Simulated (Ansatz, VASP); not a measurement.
One calculation of Co, two programs

File INCAR:

```
PREC = Accurate ; ENCUT = 520
EDIFF = 1E-7 ; ISMEAR = 0
SIGMA = 0.012 ; LREAL = F
LASPH = T ; NELM = 150
ALGO = Fast ; ISIF = 2
LWAVE = F ; LCHARG = F
ISPIN = 2 ; MAGMOM = 2 2
LORBIT = 11 ; LMAXMIX = 4
GGA = PE ; NBANDS = 20
```

File KPOINTS:

```
regular mesh
0
Gamma
  12 12 7
```

The input POSCAR:

```
Co
1.0
    2.4719999032      0.0000000000      0.0000000000
   -1.2359999516      2.1408147143      0.0000000000
    0.0000000000      0.0000000000      4.0211440800
Co
2
Direct
    0.6666666667      0.3333333333      0.7500000000
    0.3333333333      0.6666666667      0.2500000000
```

Contents of input.yaml:

```yaml
crystal:
  lattice:
    - [2.4719999032, 0.0, 0.0]
    - [-1.2359999516, 2.1408147143, 0.0]
    - [0.0, 0.0, 4.02114408]
  atoms:
    - { symbol: Co, position: [0.6666666667, 0.3333333333, 0.75], spin: 2.0 }
    - { symbol: Co, position: [0.3333333333, 0.6666666667, 0.25], spin: 2.0 }
kpoints:
  mp_grid: { grid: [12, 12, 7] }
scf:
  occupations: { method: gaussian, width: 0.012 }
hamiltonian:
  xc: pbe
  pseudopotentials: { kind: all_electron, lapw: { basis_error: 0.001 } }
magnetization:
  spin_polarized: true
output:
  forces: true
  stress: true
  eigenvalues: true
```

Alike in both runs: task single point; functional PBE; k mesh 12 × 12 × 7; occupations gaussian, width 0.012 eV; collinear spin.

|  | VASP | Ansatz |
| --- | --- | --- |
| version | VASP 6.6.1 | Ansatz 0.2.0 |
| potentials or method | VASP PAW PBE potentials, release 64 (Co) | all-electron LAPW, scalar-relativistic |
| plane-wave cutoff (eV) | 520 | see its input |

|  | VASP | Ansatz | Ansatz less VASP |
| --- | --- | --- | --- |
| gap on the k mesh at the Fermi level (eV) | none | none | - |
| pressure (GPa) | 4.1 | 4.6 | +0.55 |
| largest component of the traceless stress (GPa) | 2.28 | 2.32 | +0.044 |
| net moment per atom (μB) | 1.61 | 1.61 | +0.001 |
| size of the moment on the site where the two differ most (μB) | 1.62 | 1.66 | +0.038 |

Site moments also hang on the region over which each program counts them. A gap of «none» marks a metal or a gap that the smearing closes. Ansatz ran all-electron here, so the differences hold the error of VASP's frozen core and of both bases.
